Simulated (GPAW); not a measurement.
# GaN (F-43m) in GPAW: settings compared

The runs below take GaN through dielectric tensor, with RPBE, PBEsol, PBE.

Program: GPAW 26.7.0. These are calculated values, not measurements. Logs are shortened: lines on timing, memory, paths and dates and some standing lists are left out, and cuts for length are marked. The log counts tension as positive stress, the text compression.

**The experiment to reproduce.**

A printed reference work, textbook reports, for a bulk crystal of GaN at 0 K: band gap 3.299 eV (direct).

The runs below are set against these values where they give the same quantity.

## Step 1: Starting point

Symmetry: F-43m, No. 216, cubic system. The conventional cell has a = 4.507 Å, b = 4.507 Å, c = 4.507 Å, α = 90.00°, β = 90.00°, γ = 90.00°. Around Ga (site symmetry -43m) lie 4 N at 1.95 Å. N (site symmetry -43m) has 4 Ga at 1.95 Å as nearest neighbours.

The cell is a database's computed one.

## Step 2: Dielectric tensor, RPBE

The input, run.py:

```python
import numpy as np
from ase.dft.bandgap import bandgap
from ase.io import read, write
from gpaw import GPAW, PW
from gpaw.response.df import DielectricFunction

atoms = read('POSCAR')

calc = GPAW(mode=PW(600),
            xc='RPBE',
            kpts={'size': (8, 8, 8), 'gamma': True},
            occupations={'name': 'fermi-dirac', 'width': 0.001},
            nbands=11,
            convergence={'density': 1e-06},
            maxiter=150,
            txt='gpaw.txt')
atoms.calc = calc
energy = atoms.get_potential_energy()
calc.write('gs.gpw')
write('result.traj', atoms)
print(f'Energy: {energy:.6f} eV')
print('Fermi level:', round(calc.get_fermi_level(), 4), 'eV')
print(f'Gap: {bandgap(calc)[0]:.4f} eV, direct: {bandgap(calc, direct=True)[0]:.4f} eV')

for size in [(26, 26, 26)]:
    name = 'x'.join(str(n) for n in size)
    dense = calc.fixed_density(kpts={'size': size, 'gamma': True},
                               nbands=30, convergence={'bands': 24, 'eigenstates': 1e-7},
                               update_fermi_level=True, txt=f'dense-{name}.txt')
    dense.write(f'{name}.gpw', mode='all')
    df = DielectricFunction(f'{name}.gpw', frequencies=np.array([0.0]), hilbert=False, eta=0.001,
                            ecut=80, nbands=24, intraband=False, txt=f'df-{name}.txt')
    for xc in ['RPA']:
        for direction in ['x', 'y', 'z', [0, 1, 1], [1, 0, 1], [1, 1, 0]]:
            e0, e = df.get_macroscopic_dielectric_constant(xc=xc, direction=direction)
            print(f'{name} {xc} {direction}: {e0:.4f} without, {e:.4f} with local fields')
```

The input, POSCAR:

```
GaN
1.0
    0.0000000000      2.2535006075      2.2535006075
    2.2535006075      0.0000000000      2.2535006075
    2.2535006075      2.2535006075      0.0000000000
Ga N
1 1
Direct
    0.0000000000      0.0000000000      0.0000000000
    0.2500000000      0.2500000000      0.2500000000
```

Potentials or basis: the program's PAW data sets (release 1.2.1) made for this functional, pw.

Started as:

```sh
$ OMP_NUM_THREADS=1 python run.py
```

gpaw.txt:

```text
__  _  _
 | _ |_)|_||  |
 |__||  | ||/\| - 26.7.0

Input parameters:
  mode=PW(ecut=600.0),
  convergence={'density': 1e-06},
  kpts=MonkhorstPack(size=(8, 8, 8), gamma=True),
  maxiter=150,
  nbands=11,
  occupations=Occupations(name='fermi-dirac', width=0.001),
  xc=XC(name='RPBE')

Diagonalizing LCAO Hamiltonian
Converting LCAO to pw mode

           N
       Ga

Atoms  # Å, Bohr magnetons
|   | symbol |        x |        y |        z |    initial magnetic moments |
|---|--------|----------|----------|----------|-----------------------------|
| 0 |     Ga | 0.000000 | 0.000000 | 0.000000 | ( 0.0000,  0.0000,  0.0000) |
| 1 |      N | 1.126750 | 1.126750 | 1.126750 | ( 0.0000,  0.0000,  0.0000) |

Unit cell  # Å
| periodic |        x |        y |        z |  lengths |    angles |
|----------|----------|----------|----------|----------|-----------|
|      yes | 0.000000 | 2.253501 | 2.253501 | 3.186931 | 60.000000 |
|      yes | 2.253501 | 0.000000 | 2.253501 | 3.186931 | 60.000000 |
|      yes | 2.253501 | 2.253501 | 0.000000 | 3.186931 | 60.000000 |

Number of symmetries: 24
Symmetry operations  # r_c * U_cc + t_c -> r_c
|    | kind |            matrix            |
|----|------|------------------------------|
|  0 |  E   |  1, 0, 0,  0, 1, 0,  0, 0, 1 |
|  1 |  σ   |  1, 0, 0,  0, 0, 1,  0, 1, 0 |
|  2 |  σ   |  1, 0,-1,  0, 1,-1,  0, 0,-1 |
|  3 |  C3  |  1, 0,-1,  0, 0,-1,  0, 1,-1 |
|  4 |  C3  |  1,-1, 0,  0,-1, 1,  0,-1, 0 |
|  5 |  σ   |  1,-1, 0,  0,-1, 0,  0,-1, 1 |
|  6 |  σ   |  0, 1, 0,  1, 0, 0,  0, 0, 1 |
|  7 |  C3  |  0, 1, 0,  0, 0, 1,  1, 0, 0 |
|  8 |  C2  |  0, 1,-1,  1, 0,-1,  0, 0,-1 |
|  9 |  S4  |  0, 1,-1,  0, 0,-1,  1, 0,-1 |
| 10 |  C3  |  0, 0, 1,  1, 0, 0,  0, 1, 0 |
| 11 |  σ   |  0, 0, 1,  0, 1, 0,  1, 0, 0 |
| 12 |  S4  |  0, 0,-1,  1, 0,-1,  0, 1,-1 |
| 13 |  C3  |  0, 0,-1,  0, 1,-1,  1, 0,-1 |
| 14 |  S4  |  0,-1, 1,  1,-1, 0,  0,-1, 0 |
| 15 |  C2  |  0,-1, 1,  0,-1, 0,  1,-1, 0 |
| 16 |  C3  |  0,-1, 0,  1,-1, 0,  0,-1, 1 |
| 17 |  S4  |  0,-1, 0,  0,-1, 1,  1,-1, 0 |
| 18 |  S4  | -1, 1, 0, -1, 0, 1, -1, 0, 0 |
| 19 |  C3  | -1, 1, 0, -1, 0, 0, -1, 0, 1 |
| 20 |  C3  | -1, 0, 1, -1, 1, 0, -1, 0, 0 |
| 21 |  S4  | -1, 0, 1, -1, 0, 0, -1, 1, 0 |
| 22 |  σ   | -1, 0, 0, -1, 1, 0, -1, 0, 1 |
| 23 |  C2  | -1, 0, 0, -1, 0, 1, -1, 1, 0 |

BZ-sampling:
  Number of BZ points: 512
  Number of IBZ points: 29

  Monkhorst-Pack size: [8, 8, 8]
  Monkhorst-Pack shift: [0.0625, 0.0625, 0.0625]

K-points  # in reciprocal-cell coordinates
|     |                                coordinates |     weight |
|-----|--------------------------------------------|------------|
|   0 | (  0.00000000,   0.00000000,   0.00000000) | 0.00195312 |
|   1 | (  0.12500000,   0.12500000,   0.00000000) | 0.01171875 |
|   2 | (  0.12500000,   0.12500000,   0.12500000) | 0.01562500 |
|   3 | (  0.25000000,   0.12500000,   0.12500000) | 0.02343750 |
|   4 | (  0.25000000,   0.25000000,   0.00000000) | 0.01171875 |
|   5 | (  0.25000000,   0.25000000,   0.12500000) | 0.04687500 |
|   6 | (  0.25000000,   0.25000000,   0.25000000) | 0.01562500 |
|   7 | (  0.37500000,   0.25000000,  -0.37500000) | 0.04687500 |
|   8 | (  0.37500000,   0.25000000,   0.12500000) | 0.04687500 |
|   9 | (  0.37500000,   0.25000000,   0.25000000) | 0.04687500 |
| ... |                                            |            |
|  28 | (  0.50000000,   0.50000000,   0.50000000) | 0.00781250 |

Plane wave coefficients: 778
Cutoff: 600.0 eV

Spin-components: 1 (collinear spins)
Bands:           11
Projectors:      10
Spin-degeneracy: 2
Datatype:        complex128

Parallelization:
  kpt:    1
  domain: 1
  band:   1

Density:
  Valence electrons: 8.0
  Components: 1
  Grid points: [20 20 20]
  Charge: 0.0  # |e|

Potential:
  Grid points: [20 20 20]

species:
  Ga:
    name:    Gallium
    Z:       31.0
    valence: 3
    core:    28
    charge:  0.0  # [|e|]
    compensation charges:
      type: gauss
      rc: 0.37  # [Å]
      lmax: 2
    cutoffs:
      filter: 2.06  # [Å]
      core: 4.17  # [Å]
    projectors
    | kind |    occ | energy [eV] | rcut [Å] |
    |------|--------|-------------|----------|
    |   4s |  2.000 |      -8.878 |    1.164 |
    |   4p |  1.000 |      -2.543 |    1.164 |
    |    s |        |      18.334 |    1.164 |
    |    p |        |      24.668 |    1.164 |
    |    d |        |       0.000 |    1.164 |

    Using partial waves for Ga as LCAO basis

  N:
    name:    Nitrogen
    Z:       7.0
    valence: 5
    core:    2
    charge:  0.0  # [|e|]
    compensation charges:
      type: gauss
      rc: 0.18  # [Å]
      lmax: 2
    cutoffs:
      filter: 1.11  # [Å]
      core: 0.96  # [Å]
    projectors
    | kind |    occ | energy [eV] | rcut [Å] |
    |------|--------|-------------|----------|
    |   2s |  2.000 |     -18.658 |    0.603 |
    |   2p |  3.000 |      -7.050 |    0.529 |
    |    s |        |       8.553 |    0.603 |
    |    p |        |      20.161 |    0.529 |
    |    d |        |       0.000 |    0.577 |

    Using partial waves for N as LCAO basis

Reference energy: -54374.263960  # eV

eigensolver:
  PPCG
  Converge bands: occupied
  niter=2

density mixing:
  MSR1-Mixer
  Pratt-step length: 0.05
  Maximum mixing coefficient: 0.75
  Old densities: 10
  SVD Regularization: 0.005
  Good broyden scale: 1.0
  Trust region scale: 1.0
  Backstep threshold: 4.0
  History deletion threshold: 6.0
  Fourier metric: weight=20.0, sigma=0.015

occupation numbers:
  Fermi-Dirac:
    width: 0.0010  # eV

poisson solver:
  ecut: 4800.0  # eV

xc functional:
  name: RPBE with 2 nearest neighbor stencil

convergence criteria:
- Maximum integral of absolute [dens]ity change: 1e-06 electrons / valence electron
- Maximum [total energy] change in last 3 cyles: 0.0005 eV / valence electron
- Maximum integral of absolute [eigenst]ate change: 4e-08 eV^2 / valence electron
maximum number of iterations: 150

SCF iterations
|iter     | |      energy | eigst |  dens |
|---------|-|-------------|-------|-------|
|iter:   1| |  -12.828690 | -0.32 |       |
|iter:   2| |  -12.351316 | -2.05 | -0.57 |
|iter:   3| |  -11.063927 | -0.69 | -0.62 |
|iter:   4| |  -11.069868 | -3.20 | -1.30 |
|iter:   5| |  -11.074313 | -3.37 | -1.57 |
|iter:   6| |  -11.074381 | -5.19 | -2.79 |
|iter:   7| |  -11.074410c| -5.82 | -3.10 |
|iter:   8| |  -11.074410c| -7.93c| -4.24 |
|iter:   9| |  -11.074410c| -8.62c| -4.60 |
|iter:  10| |  -11.074410c| -9.58c| -5.84 |
|iter:  11| |  -11.074410c|-10.33c| -6.39c|

Converged in 11 steps
Energy contributions relative to reference atoms: (reference = -54374.263960)

Energy contributions:
  Kinetic:          33.431503
  Coulomb:         -28.973622
  Zero:              0.052890
  External:          0.000000
  Xc:              -15.585182
  Entropy:          -0.000000
  Spinorbit:         0.000000
  ----------------------------
  Free energy:     -11.074410
  Extrapolated:    -11.074410

dipole moment: (-12.523696, -12.523696, -12.523696)  # |e|*Ang

Fermi level: 6.732
Eigenvalues  # (at kpt = [0.000, 0.000, 0.000])
| band index |      eig [eV] | occ [0-2] |
|------------|---------------|-----------|
|          0 |        -9.382 |     2.000 |
|          1 |         6.544 |     2.000 |
|          2 |         6.544 |     2.000 |
|          3 |         6.544 |     2.000 |
|          4 |         8.373 |     0.000 |
|          5 |        17.008 |     0.000 |
|          6 |        17.008 |     0.000 |
|          7 |        17.008 |     0.000 |
|          8 |        24.413 |     0.000 |
|          9 |        24.998 |     0.000 |
|         10 |        25.004 |     0.000 |

Gap: 1.829 eV
Transition (v -> c):
  (s=0, k=0, n=3, [0.00, 0.00, 0.00]) -> (s=0, k=0, n=4, [0.00, 0.00, 0.00])
No difference between direct/indirect transitions
# Writing to gs.gpw (mode='')
```

Wall time 5.2 min (1 thread of Intel Xeon at 2.50GHz (Skylake/Cascade Lake), shared host); peak memory 0.56 GiB.

What came out:

* Free energy: -11.0744 eV
* Band gap on the k mesh: 1.83 eV, direct
* Electronic dielectric tensor (diagonal): 5.53

Electronic dielectric tensor:
```
5.53 0.00 0.00
0.00 5.53 0.00
0.00 0.00 5.53
```

Caveat: the long-wavelength limit can be off by a per cent or two.

## Step 3: Dielectric tensor, PBEsol

run.py: that of step 2 with these lines changed.

```diff
@@ -3,4 +3,6 @@
 from ase.io import read, write
-from gpaw import GPAW, PW
+from gpaw import GPAW, PW, setup_paths
 from gpaw.response.df import DielectricFunction
+
+setup_paths.insert(0, '.')
 
@@ -9,3 +11,3 @@
 calc = GPAW(mode=PW(600),
-            xc='RPBE',
+            xc='PBEsol',
             kpts={'size': (8, 8, 8), 'gamma': True},
```

POSCAR is that of step 2.

Potentials or basis: PAW data sets generated in the run's folder for this functional, pw.

Started as:

```sh
$ gpaw-setup -f PBEsol Ga N
$ OMP_NUM_THREADS=1 python run.py
```

gpaw.txt:

```text
__  _  _
 | _ |_)|_||  |
 |__||  | ||/\| - 26.7.0

Input parameters:
  mode=PW(ecut=600.0),
  convergence={'density': 1e-06},
  kpts=MonkhorstPack(size=(8, 8, 8), gamma=True),
  maxiter=150,
  nbands=11,
  occupations=Occupations(name='fermi-dirac', width=0.001),
  xc=XC(name='PBEsol')

Diagonalizing LCAO Hamiltonian
Converting LCAO to pw mode

           N
       Ga

Atoms  # Å, Bohr magnetons
|   | symbol |        x |        y |        z |    initial magnetic moments |
|---|--------|----------|----------|----------|-----------------------------|
| 0 |     Ga | 0.000000 | 0.000000 | 0.000000 | ( 0.0000,  0.0000,  0.0000) |
| 1 |      N | 1.126750 | 1.126750 | 1.126750 | ( 0.0000,  0.0000,  0.0000) |

Unit cell  # Å
[... 166 lines left out ...]
|iter     | |      energy | eigst |  dens |
|---------|-|-------------|-------|-------|
|iter:   1| |  -14.499687 | -0.32 |       |
|iter:   2| |  -14.058461 | -2.09 | -0.58 |
|iter:   3| |  -12.858925 | -0.75 | -0.64 |
|iter:   4| |  -12.853256 | -3.21 | -1.31 |
|iter:   5| |  -12.852101 | -3.53 | -1.59 |
|iter:   6| |  -12.852117c| -5.68 | -2.87 |
|iter:   7| |  -12.852125c| -6.40 | -3.21 |
|iter:   8| |  -12.852125c| -7.53c| -4.42 |
|iter:   9| |  -12.852125c| -8.29c| -5.05 |
|iter:  10| |  -12.852125c| -9.48c| -5.91 |
|iter:  11| |  -12.852125c|-10.29c| -6.53c|

Converged in 11 steps
Energy contributions relative to reference atoms: (reference = -54320.405483)

Energy contributions:
  Kinetic:          32.423680
  Coulomb:         -28.398394
  Zero:              0.049849
  External:          0.000000
  Xc:              -16.927260
  Entropy:          -0.000000
  Spinorbit:         0.000000
  ----------------------------
  Free energy:     -12.852125
  Extrapolated:    -12.852125

dipole moment: (-12.616193, -12.616193, -12.616193)  # |e|*Ang

Fermi level: 6.288
Eigenvalues  # (at kpt = [0.000, 0.000, 0.000])
| band index |      eig [eV] | occ [0-2] |
|------------|---------------|-----------|
|          0 |        -9.615 |     2.000 |
|          1 |         6.268 |     2.000 |
|          2 |         6.268 |     2.000 |
|          3 |         6.268 |     2.000 |
|          4 |         8.025 |     0.000 |
|          5 |        16.557 |     0.000 |
|          6 |        16.557 |     0.000 |
|          7 |        16.557 |     0.000 |
|          8 |        23.743 |     0.000 |
|          9 |        24.550 |     0.000 |
|         10 |        24.558 |     0.000 |

Gap: 1.757 eV
Transition (v -> c):
  (s=0, k=0, n=3, [0.00, 0.00, 0.00]) -> (s=0, k=0, n=4, [0.00, 0.00, 0.00])
No difference between direct/indirect transitions
# Writing to gs.gpw (mode='')
```

df-26x26x26.txt:

```text
FrequencyGridDescriptor(from 0.000 to 0.000 eV, 1 points)
FrequencyGridDescriptor(from 0.000 to 0.000 eV, 1 points)

Calculating chi0 body with:
    Ground state adapter containing:
    Number of spins: 1
    Number of kpoints: 17576
    Number of irreducible kpoints: 511
    Number of completely occupied states: 4
    Number of partially occupied states: 4

    Linear response parametrization:
    q_c: [0.0, 0.0, 0.0]
    Number of frequency points: 1
    Planewave cutoff: 80.0
    Number of bands: 24
    Number of planewaves: 27
    Broadening (eta): 0.001

Integrating chi0 body.

Symmetries of q_c:
    Direct symmetries (Uq -> q): 24
    Indirect symmetries (TUq -> q): 24
In total 48 allowed symmetries.

Integral kind: response function

Calculating chi0 optical extensions with:
    Ground state adapter containing:
    Number of spins: 1
    Number of kpoints: 17576
    Number of irreducible kpoints: 511
    Number of completely occupied states: 4
    Number of partially occupied states: 4

    Linear response parametrization:
    Number of frequency points: 1
    Planewave cutoff: 80.0
    Number of bands: 24
    Number of planewaves: 27
    Broadening (eta): 0.001
Integrating chi0 head and wings.

Symmetries of q_c:
    Direct symmetries (Uq -> q): 24
    Indirect symmetries (TUq -> q): 24
In total 48 allowed symmetries.

Integral kind: response function wings

Finished calculating chi0
```

It took 5.1 min on 1 thread of Intel Xeon at 2.50GHz (Skylake/Cascade Lake), shared host; peak memory 0.56 GiB.

What came out:

```
Free energy                             : -12.8521 eV
Band gap on the k mesh                  : 1.76 eV, direct
Electronic dielectric tensor (diagonal) : 5.71
```

Electronic dielectric tensor:
```
5.71 0.00 0.00
0.00 5.71 0.00
0.00 0.00 5.71
```

Caveat: the long-wavelength limit can be off by a per cent or two.

(Part 1 of 2 ends here.)
